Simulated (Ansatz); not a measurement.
The system is SnO2.

```xyz
6
Lattice="4.7880 0.0000 0.0000 0.0000 4.8666 0.0000 0.0000 0.0000 3.2409" Properties=species:S:1:pos:R:3 pbc="T T T"
Sn    0.0000    0.0000    0.0000
Sn    2.3940    2.4333    1.6204
O     3.3906    3.3042    0.0000
O     0.9966    3.9957    1.6204
O     3.7914    0.8709    1.6204
O     1.3974    1.5624    0.0000
```

The cell is a database's computed one.

* Program: Ansatz 0.2.0
* Task: single point
* Functional: PBE
* Potentials or basis: all-electron LAPW, scalar-relativistic
* Cutoff: 395 eV (chosen from the basis error)
* Basis error allowed: 0.001 eV/atom
* k mesh: 6 × 6 × 8
* Occupations: fermi-dirac, width 0.05 eV
* Spin: no spin polarisation

On this cell: pressure -0.6 GPa; largest force 0.072 eV/Å; band gap on the k mesh 0.81 eV, direct.

The same run follows on a disturbed copy (atoms moved at random, drawn with an rms of 0.05 Å):

```
Sn O
1.0
     4.78800    0.00000    0.00000
     0.00000    4.86658    0.00000
     0.00000    0.00000    3.24090
Sn O
2 4
Direct
  0.99842 0.99965 0.99104
  0.50464 0.50747 0.49559
  0.70051 0.67385 0.99245
  0.20310 0.81863 0.49194
  0.79013 0.17811 0.48941
  0.29065 0.31972 0.99237
```

What changes?

The energy moves by +8.6 meV/atom; pressure 0.0 GPa; largest force 1.410 eV/Å; band gap on the k mesh 0.78 eV, direct.

Forces on the atoms (eV/Å):
```
Sn   0.115  0.245 -0.013
Sn  -0.938 -1.033 -0.200
O    0.706  0.794  0.101
O   -0.082 -0.071 -0.011
O    0.007 -0.025  0.080
O    0.192  0.091  0.043
```

Stress tensor (GPa, compression positive):
```
 0.22  0.00  0.03
 0.00 -0.45  0.15
 0.03  0.15  0.34
```

Caveats: spin-orbit coupling is left out, which moves the levels of the heavy elements.

